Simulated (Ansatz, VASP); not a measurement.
**One calculation of Au, two programs**

```
CELL_PARAMETERS angstrom
0.00000 2.03500 2.03500
2.03500 0.00000 2.03500
2.03500 2.03500 0.00000
ATOMIC_POSITIONS crystal
Au 0.00000 0.00000 0.00000
```

Alike in both runs: task band structure; functional LDA; k mesh 8 × 8 × 8; occupations fermi-dirac, width 0.05 eV; spin-orbit coupling, no magnetisation.

|  | VASP | Ansatz |
| --- | --- | --- |
| version | VASP 6.6.1 | Ansatz 0.2.0 |
| potentials or method | VASP PAW LDA potentials, release 64 (Au) | Ansatz PAW |
| plane-wave cutoff (eV) | 520 | 420 |
| valence electrons in the cell | 11 | 19 |

Ansatz gave:

```
gap on the k mesh at the Fermi level (eV) : none
pressure (GPa)                            : -3.4
```

Question: What did VASP give for the same quantities?

Answer: gap on the k mesh at the Fermi level (eV): none; pressure (GPa): -2.7.

A gap of «none» marks a metal or a gap that the smearing closes. The two sets of potentials don't hold the same shells in valence.

Caveats: the PAW data sets come from PBE, with cores solved anew for the run's functional, which leaves a small shift of forces and pressure (Ansatz).
